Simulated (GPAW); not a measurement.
# Zn (P6_3/mmc) in GPAW: a series of runs

The runs below take Zn through phonons, with LDA, vdW-DF-cx.

Everything below comes from runs of GPAW 26.7.0. Logs are shortened: lines on timing, memory, paths and dates and some standing lists are left out, and cuts for length are marked. The log counts tension as positive stress, the text compression.

### 1 The crystal as given

The structure is hexagonal, space group P6_3/mmc (No. 194). Conventional cell: a = 2.670 Å, b = 2.670 Å, c = 4.966 Å, α = 90.00°, β = 90.00°, γ = 120.00°. Around Zn (site symmetry -6m2) lie 12 Zn at 2.67 to 2.92 Å.

### 2 Phonons, LDA

Input file run.py:

```python
import json
import numpy as np
from ase import Atoms
from ase.constraints import FixSymmetry
from ase.io import read, write
from ase.optimize import BFGS
from phonopy import Phonopy
from phonopy.structure.atoms import PhonopyAtoms
from gpaw import GPAW, PW, setup_paths

setup_paths.insert(0, '.')

atoms = read('Zn.xyz')

calc = GPAW(mode=PW(510),
            xc='LDA',
            kpts={'size': (11, 11, 6), 'gamma': True},
            occupations={'name': 'fermi-dirac', 'width': 0.05},
            nbands=21,
            convergence={'density': 1e-06, 'eigenstates': 1e-09},
            maxiter=150,
            txt='gpaw.txt')
atoms.calc = calc
atoms.set_constraint(FixSymmetry(atoms))
BFGS(atoms, trajectory='relax.traj', logfile='-').run(fmax=0.005, steps=40)
atoms.set_constraint()
energy = atoms.get_potential_energy()
forces = atoms.get_forces()
stress = atoms.get_stress()
calc.write('gs.gpw')
write('result.traj', atoms)
print('Cell:', atoms.cell.cellpar().round(4))
print(atoms.get_scaled_positions().round(5))

def force_constants(scale):
    unit = PhonopyAtoms(symbols=atoms.get_chemical_symbols(), cell=atoms.cell[:] * scale**(1 / 3),
                        scaled_positions=atoms.get_scaled_positions())
    ph = Phonopy(unit, supercell_matrix=np.diag([1, 1, 1]), primitive_matrix=np.eye(3), symprec=1e-4)
    ph.generate_displacements(distance=0.01)
    forces = []
    for i, sc in enumerate(ph.supercells_with_displacements):
        a = Atoms(sc.symbols, cell=sc.cell, scaled_positions=sc.scaled_positions, pbc=True)
        c = GPAW(mode=PW(510),
                 xc='LDA',
                 kpts={'size': (11, 11, 6), 'gamma': True},
                 occupations={'name': 'fermi-dirac', 'width': 0.05},
                 nbands=21,
                 convergence={'density': 1e-06, 'eigenstates': 1e-09},
                 maxiter=150,
                 txt=f'disp-{scale:.3f}-{i:02d}.txt')
        a.calc = c
        f = a.get_forces()
        forces.append(f - f.mean(axis=0))
        print(f'displacement {i}: drift', f.mean(axis=0).round(5), flush=True)
    ph.forces = forces
    ph.produce_force_constants()
    ph.symmetrize_force_constants()
    return ph

qpoints = [[0.0, 0.0, 0.0]]
results = {}
for scale in [1.0]:
    ph = force_constants(scale)
    ph.run_qpoints(qpoints)
    nu = ph.qpoints.frequencies * 33.35641  # THz to cm^-1
    results[f'{scale:.3f}'] = nu.tolist()
    for qp, f in zip(qpoints, nu):
        print(scale, np.round(qp, 4), f.round(2))
json.dump(results, open('phonons.json', 'w'))
```

Input file Zn.xyz:

```xyz
2
Lattice="2.6700000000 0.0000000000 0.0000000000 -1.3350000000 2.3122878281 0.0000000000 0.0000000000 0.0000000000 4.9660000000" Properties=species:S:1:pos:R:3 pbc="T T T"
Zn     1.3350000001      0.7707626093      3.7245000000
Zn    -0.0000000001      1.5415252188      1.2415000000
```

Potentials or basis: PAW data sets generated in the run's folder for this functional, pw.

Launch:

```console
$ gpaw-setup -f LDA Zn
$ OMP_NUM_THREADS=1 python run.py
```

gpaw.txt:

```text
__  _  _
 | _ |_)|_||  |
 |__||  | ||/\| - 26.7.0

Input parameters:
  mode=PW(ecut=510.0),
  convergence={'density': 1e-06, 'eigenstates': 1e-09},
  kpts=MonkhorstPack(size=(11, 11, 6), gamma=True),
  maxiter=150,
  nbands=21,
  occupations=Occupations(name='fermi-dirac', width=0.05),
  xc=XC(name='LDA')

Diagonalizing LCAO Hamiltonian
Converting LCAO to pw mode

          Zn

        Zn

Atoms  # Å, Bohr magnetons
|   | symbol |        x |        y |        z |    initial magnetic moments |
|---|--------|----------|----------|----------|-----------------------------|
| 0 |     Zn | 1.335000 | 0.770763 | 3.724500 | ( 0.0000,  0.0000,  0.0000) |
| 1 |     Zn | 0.000000 | 1.541525 | 1.241500 | ( 0.0000,  0.0000,  0.0000) |

Unit cell  # Å
| periodic |         x |        y |        z |  lengths |     angles |
|----------|-----------|----------|----------|----------|------------|
|      yes |  2.670000 | 0.000000 | 0.000000 | 2.670000 |  90.000000 |
|      yes | -1.335000 | 2.312288 | 0.000000 | 2.670000 |  90.000000 |
|      yes |  0.000000 | 0.000000 | 4.966000 | 4.966000 | 120.000000 |

Number of symmetries: 12
Symmetry operations  # r_c * U_cc + t_c -> r_c
|    | kind |            matrix            |
|----|------|------------------------------|
|  0 |  σ   |  1, 1, 0,  0,-1, 0,  0, 0, 1 |
|  1 |  S6  |  1, 1, 0, -1, 0, 0,  0, 0,-1 |
|  2 |  E   |  1, 0, 0,  0, 1, 0,  0, 0, 1 |
|  3 |  C2  |  1, 0, 0, -1,-1, 0,  0, 0,-1 |
|  4 |  C2  |  0, 1, 0,  1, 0, 0,  0, 0,-1 |
|  5 |  C3  |  0, 1, 0, -1,-1, 0,  0, 0, 1 |
|  6 |  S6  |  0,-1, 0,  1, 1, 0,  0, 0,-1 |
|  7 |  σ   |  0,-1, 0, -1, 0, 0,  0, 0, 1 |
|  8 |  σ   | -1, 0, 0,  1, 1, 0,  0, 0, 1 |
|  9 |  i   | -1, 0, 0,  0,-1, 0,  0, 0,-1 |
| 10 |  C3  | -1,-1, 0,  1, 0, 0,  0, 0, 1 |
| 11 |  C2  | -1,-1, 0,  0, 1, 0,  0, 0,-1 |

BZ-sampling:
  Number of BZ points: 726
  Number of IBZ points: 84

  Monkhorst-Pack size: [11, 11, 6]
  Monkhorst-Pack shift: [0.0, 0.0, 0.08333333333333333]

K-points  # in reciprocal-cell coordinates
|     |                                coordinates |     weight |
|-----|--------------------------------------------|------------|
|   0 | (  0.00000000,   0.00000000,   0.00000000) | 0.00137741 |
|   1 | (  0.00000000,   0.00000000,   0.16666667) | 0.00275482 |
|   2 | (  0.00000000,   0.00000000,   0.33333333) | 0.00275482 |
|   3 | (  0.00000000,   0.00000000,   0.50000000) | 0.00137741 |
|   4 | (  0.09090909,   0.00000000,  -0.33333333) | 0.00826446 |
|   5 | (  0.09090909,   0.00000000,  -0.16666667) | 0.00826446 |
|   6 | (  0.09090909,   0.00000000,   0.00000000) | 0.00826446 |
|   7 | (  0.09090909,   0.00000000,   0.16666667) | 0.00826446 |
|   8 | (  0.09090909,   0.00000000,   0.33333333) | 0.00826446 |
|   9 | (  0.09090909,   0.00000000,   0.50000000) | 0.00826446 |
| ... |                                            |            |
|  83 | (  0.45454545,   0.45454545,   0.50000000) | 0.00826446 |

Plane wave coefficients: 829
Cutoff: 510.0 eV

Spin-components: 1 (collinear spins)
Bands:           21
Projectors:      12
Spin-degeneracy: 2
Datatype:        complex128

Parallelization:
  kpt:    1
  domain: 1
  band:   1

Density:
  Valence electrons: 24.0
  Components: 1
  Grid points: [14 14 27]
  Charge: 0.0  # |e|

Potential:
  Grid points: [14 14 27]

species:
  Zn:
    name:    Zinc
    Z:       30.0
    valence: 12
    core:    18
    charge:  0.0  # [|e|]
    compensation charges:
      type: gauss
      rc: 0.37  # [Å]
      lmax: 2
    cutoffs:
      filter: 2.14  # [Å]
      core: 2.28  # [Å]
    projectors
    | kind |    occ | energy [eV] | rcut [Å] |
    |------|--------|-------------|----------|
    |   4s |  2.000 |      -6.218 |    1.286 |
    |   4p |  0.000 |      -1.230 |    1.270 |
    |   3d | 10.000 |     -10.426 |    1.180 |
    |    s |        |      20.994 |    1.286 |
    |    p |        |      25.981 |    1.270 |
    |    d |        |      16.786 |    1.180 |

    Using partial waves for Zn as LCAO basis

Reference energy: -97575.803408  # eV

eigensolver:
  PPCG
  Converge bands: occupied
  niter=2

density mixing:
  MSR1-Mixer
  Pratt-step length: 0.05
  Maximum mixing coefficient: 0.75
  Old densities: 10
  SVD Regularization: 0.005
  Good broyden scale: 1.0
  Trust region scale: 1.0
  Backstep threshold: 4.0
  History deletion threshold: 6.0
  Fourier metric: weight=20.0, sigma=0.015

occupation numbers:
  Fermi-Dirac:
    width: 0.0500  # eV

poisson solver:
  ecut: 4080.0  # eV

xc functional:
  name: None

convergence criteria:
- Maximum integral of absolute [dens]ity change: 1e-06 electrons / valence electron
- Maximum integral of absolute [eigenst]ate change: 1e-09 eV^2 / valence electron
- Maximum [total energy] change in last 3 cyles: 0.0005 eV / valence electron
maximum number of iterations: 150

SCF iterations
|iter     | |      energy | eigst |  dens |
|---------|-|-------------|-------|-------|
|iter:   1| |   -4.011350 | +0.14 |       |
|iter:   2| |   -3.952170 | -2.72 | -1.40 |
|iter:   3| |   -3.802560 | -1.74 | -1.44 |
|iter:   4| |   -3.801626 | -3.58 | -1.91 |
|iter:   5| |   -3.801268c| -3.44 | -2.26 |
|iter:   6| |   -3.801295c| -5.48 | -3.64 |
|iter:   7| |   -3.801298c| -6.46 | -3.87 |
|iter:   8| |   -3.801298c| -7.92 | -4.54 |
|iter:   9| |   -3.801298c| -8.58 | -4.96 |
|iter:  10| |   -3.801298c| -9.87c| -5.62 |
|iter:  11| |   -3.801298c|-11.13c| -6.20c|

Converged in 11 steps
Energy contributions relative to reference atoms: (reference = -97575.803408)

Energy contributions:
  Kinetic:          -7.024255
  Coulomb:           9.558986
  Zero:             -0.049873
  External:          0.000000
  Xc:               -6.283865
  Entropy:          -0.004582
  Spinorbit:         0.000000
  ----------------------------
  Free energy:      -3.803589
  Extrapolated:     -3.801298

dipole moment: (-0.000000, -0.000000, -0.000000)  # |e|*Ang

Fermi level: 6.045
Eigenvalues  # (at kpt = [0.000, 0.000, 0.000])
| band index |      eig [eV] | occ [0-2] |
|------------|---------------|-----------|
|          0 |        -4.162 |     2.000 |
|        ... |               |           |
|          5 |        -1.449 |     2.000 |
|          6 |        -1.449 |     2.000 |
|          7 |        -1.125 |     2.000 |
|          8 |        -1.125 |     2.000 |
|          9 |        -0.920 |     2.000 |
|         10 |        -0.920 |     2.000 |
[... 8 lines left out ...]
|         19 |        25.344 |     0.000 |
|         20 |        26.480 |     0.000 |

No gap
No difference between direct/indirect transitions

Forces  # eV/Ang
|        x |       y |        z |
|----------|---------|----------|
| -0.00000 | 0.00000 | -0.00000 |  # Zn   0
|  0.00000 | 0.00000 |  0.00000 |  # Zn   1

Stress tensor  # eV/Ang^3
|        x |        y |        z |
|----------|----------|----------|
| 0.064091 | 0.000000 | 0.000000 |
| 0.000000 | 0.064091 | 0.000000 |
| 0.000000 | 0.000000 | 0.053129 |

# Writing to gs.gpw (mode='')
```

Wall time 2.7 min (1 thread of Arm Neoverse V1, shared host); peak memory 0.34 GiB.

What came out:

```
Free energy                   : -3.8036 eV
Pressure after relaxing       : -9.7 GPa
Band gap on the k mesh        : none (metal or under the smearing width)
Highest phonon frequency at Γ : 108 cm⁻¹
```

Final structure:
```cif
data_structure
_symmetry_space_group_name_H-M 'P 1'
_symmetry_Int_Tables_number 1
_cell_length_a 2.6700
_cell_length_b 2.6700
_cell_length_c 4.9660
_cell_angle_alpha 90.000
_cell_angle_beta 90.000
_cell_angle_gamma 120.000
_cell_volume 30.66
loop_
_atom_site_label
_atom_site_type_symbol
_atom_site_fract_x
_atom_site_fract_y
_atom_site_fract_z
_atom_site_occupancy
Zn1 Zn 0.66667 0.33333 0.75000 1
Zn2 Zn 0.33333 0.66667 0.25000 1
```

Phonon frequencies in cm⁻¹ (negative: imaginary):
| q point | frequencies |
| --- | --- |
| (0.000, 0.000, 0.000) | 0 0 0 59 59 108 |

Caveat: the cell is more than 3 GPa from zero pressure, which shifts response properties; the cutoff is short for stress and forces, so pressures can be off by a GPa or more.

(Part 1 of 2 ends here.)
